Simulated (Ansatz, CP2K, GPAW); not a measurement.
# Ba: 3 runs at one level of theory

```
Ba
1.0
     3.99965    0.00000    0.00000
     0.00000    3.99965    0.00000
     0.00000    0.00000    3.60554
Ba
1
Direct
  0.50000 0.50000 0.50000
```

This isn't the form of Ba at room conditions, which is bcc.

Alike in all runs: task single point; functional LDA; k mesh 7 × 7 × 7; occupations gaussian, width 0.02 eV; no spin polarisation; no spin-orbit coupling. LDA stands for any of its common fits. Pressure is positive in compression and, in plane waves, holds the error of the finite cutoff.

```json
{"program and potentials": "GPAW, the program's PAW data sets (release 1.2.1) made for this functional", "plane-wave cutoff (eV)": "600", "notes": "-", "pressure (GPa)": "-0.81"}
{"program and potentials": "CP2K, GTH_POTENTIALS Ba GTH-PADE-q10; TZVP-MOLOPT-PBE-GTH basis", "plane-wave cutoff (eV)": "-", "notes": "atomic basis", "pressure (GPa)": "-0.78"}
{"program and potentials": "Ansatz, all-electron LAPW, scalar-relativistic", "plane-wave cutoff (eV)": "-", "notes": "-", "pressure (GPa)": "-0.96"}
```

The pressure spans -0.96 (Ansatz, all-electron LAPW, scalar-relativistic) to -0.78 GPa (CP2K, GTH_POTENTIALS Ba GTH-PADE-q10; TZVP-MOLOPT-PBE-GTH basis), with all-electron results at -0.96. Rows in atomic bases carry the error of their basis and grid, which can be large.

The functional is the same throughout but for its coding, so the spread measures potentials, basis and numerics; runs on potential files found faulty are left out.
